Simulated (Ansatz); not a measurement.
## Pb: what symmetry allows forces and stress to be

```
CELL_PARAMETERS angstrom
3.61043 0.00000 0.00000
-1.80522 3.12673 0.00000
0.00000 0.00000 10.74138
ATOMIC_POSITIONS crystal
Pb 0.00000 0.00000 0.98695
Pb 0.33333 0.66667 0.26305
Pb 0.00000 0.00000 0.48695
Pb 0.66667 0.33333 0.76305
```

All numbers below come from Ansatz, DFT PBE, scalar-relativistic, plane waves, PAW.

Settings: cutoff 420 eV, Γ-centred mesh 15×15×4 on the computed 4-atom cell, Gaussian smearing of 0.10 eV; no spin polarisation.

This distorted cell has space group P6_3mc, with 12 operations.

Without a calculation: in which directions can each atom feel a force?

A force must be left unchanged by every operation that keeps its atom in place, so it lies in the space that those operations leave fixed. Atoms that the group maps onto each other feel forces of one size.
| atom | site symmetry | operations at the site | equivalent to atom | allowed force (Cartesian) |
| --- | --- | --- | --- | --- |
| Pb1 | 3m. | 6 | 1 | along (0.00, 0.00, 1.00) |
| Pb2 | 3m. | 6 | 2 | along (0.00, 0.00, 1.00) |
| Pb3 | 3m. | 6 | 1 | along (0.00, 0.00, 1.00) |
| Pb4 | 3m. | 6 | 2 | along (0.00, 0.00, 1.00) |

That leaves 2 independent force components of 12, tied by 1 condition that the forces sum to zero, so 1 remains. A relaxation in this cell that keeps the symmetry moves the atoms in these directions alone.

And the stress tensor?

It must be invariant under the point group, which leaves 2 independent components: yz, xz, xy vanish; xx = yy.

Do the computed values obey this?

Yes. Forces (eV/Å):
```
Pb1  0.000  0.000  0.859
Pb2  0.000  0.000 -0.859
Pb3  0.000  0.000  0.859
Pb4  0.000  0.000 -0.859
```

Stress (GPa, compression positive, xx yy zz yz xz xy): 3.11 3.11 6.90 0.00 0.00 0.00. The program imposes the same operations on density, forces and stress, so this confirms the analysis and is no independent test of the calculation.

Spin–orbit coupling is left out, which can shift energies with elements as heavy as these.

This form isn't the element's structure at ambient conditions.